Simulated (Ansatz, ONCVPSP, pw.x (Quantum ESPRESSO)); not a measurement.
## What a changed setting does to a pw.x run (fcc Zr)

Potential: optimised norm-conserving Vanderbilt (ONCV), ONCVPSP 4.0.1.1 (patched build), PBE; core [Ar] 3d10, reference 4s2 4p6 4d2 5s2; waves: 4s+5s: rc 2.20 bohr, ncon 3, nbas 6, qcut 4.6 1/bohr, 2 projectors; 4p: rc 1.75 bohr, ncon 3, nbas 7, qcut 6.7 1/bohr, 2 projectors, debl 3.2 Ha; 4d: rc 2.15 bohr, ncon 3, nbas 7, qcut 6.9 1/bohr, 2 projectors, debl 2.7 Ha; local part: polynomial inside 1.25 bohr (lpopt 5, dvloc0 3 Ha); core correction: Teter function fitted to the true core (icmod 2), fcfact 0.6.

The reference run (k-mesh 13³, cutoffs 50/200 Ry, Fermi–Dirac 0.01 Ry, mixing_beta 0.4, conv_thr 1e-9, no spin) gives 0.41 GPa at 23.229 Å³/atom, where all-electron LAPW gives 0.31 GPa. This run, with its own iteration cap, changes degauss to 0.005.

```
&control
  calculation='scf', prefix='x', pseudo_dir='./', outdir='./tmp', tstress=.true., disk_io='none'
/
&system
  ibrav=0, nat=1, ntyp=1, ecutwfc=50, ecutrho=200, nbnd=14,
  occupations='smearing', smearing='fd', degauss=0.005
/
&electrons
  conv_thr=1e-09, mixing_beta=0.4, electron_maxstep=60
/
ATOMIC_SPECIES
Zr 1.0 Zr.UPF
CELL_PARAMETERS angstrom
  0.00000000 2.26464521 2.26464521
  2.26464521 0.00000000 2.26464521
  2.26464521 2.26464521 0.00000000
ATOMIC_POSITIONS crystal
Zr 0.0000 0.0000 0.0000
K_POINTS automatic
13 13 13 0 0 0
```

```bash
pw.x < Zr.scf.in > Zr.scf.out
```

How does the run end?

It converges in 9 iterations; the free energy moves by +35.7 meV/atom and the pressure by -0.26 GPa. In a metal, with Fermi–Dirac smearing, F lies below its zero-width value by a term in the square of the width.

```
Message from routine setup:
     using ibrav=0 with symmetry is DISCOURAGED, use correct ibrav instead
     lattice parameter (alat)  =       6.0522  a.u.
     unit-cell volume          =     156.7571 (a.u.)^3
     number of electrons       =        12.00
     number of Kohn-Sham states=           14
     kinetic-energy cutoff     =      50.0000  Ry
     charge density cutoff     =     200.0000  Ry
     scf convergence threshold =      1.0E-09
     Exchange-correlation= PBE
     number of k points=    84  Fermi-Dirac smearing, width (Ry)=  0.0050
     iteration #  1     ecut=    50.00 Ry     beta= 0.40
     total energy              =    -114.83175668 Ry
     estimated scf accuracy    <       0.01530916 Ry
     iteration #  2     ecut=    50.00 Ry     beta= 0.40
     total energy              =    -114.83230891 Ry
     estimated scf accuracy    <       0.00209080 Ry
     iteration #  3     ecut=    50.00 Ry     beta= 0.40
     total energy              =    -114.83260733 Ry
     estimated scf accuracy    <       0.00015094 Ry
     [... 3 iterations left out ...]
     iteration #  7     ecut=    50.00 Ry     beta= 0.40
     total energy              =    -114.83261401 Ry
     estimated scf accuracy    <          3.6E-09 Ry
     iteration #  8     ecut=    50.00 Ry     beta= 0.40
     total energy              =    -114.83261401 Ry
     estimated scf accuracy    <          7.1E-09 Ry
     iteration #  9     ecut=    50.00 Ry     beta= 0.40
     the Fermi energy is    13.8708 ev
!    total energy              =    -114.83261401 Ry
     estimated scf accuracy    <          4.4E-10 Ry
     smearing contrib. (-TS)   =      -0.00184407 Ry
     The total energy is F=E-TS. E is the sum of the following terms:
     one-electron contribution =     -18.93227680 Ry
     hartree contribution      =      14.49711435 Ry
     xc contribution           =     -33.25914253 Ry
     ewald contribution        =     -77.13646497 Ry
     convergence has been achieved in   9 iterations
          total   stress  (Ry/bohr**3)                   (kbar)     P=        1.49
     Message from routine punch:
     Nothing written, as per user request (disk_io='none')
```

The run took about 14 s on one core of a shared host (Neoverse-V2, 32 threads, 247 GiB, load 19).
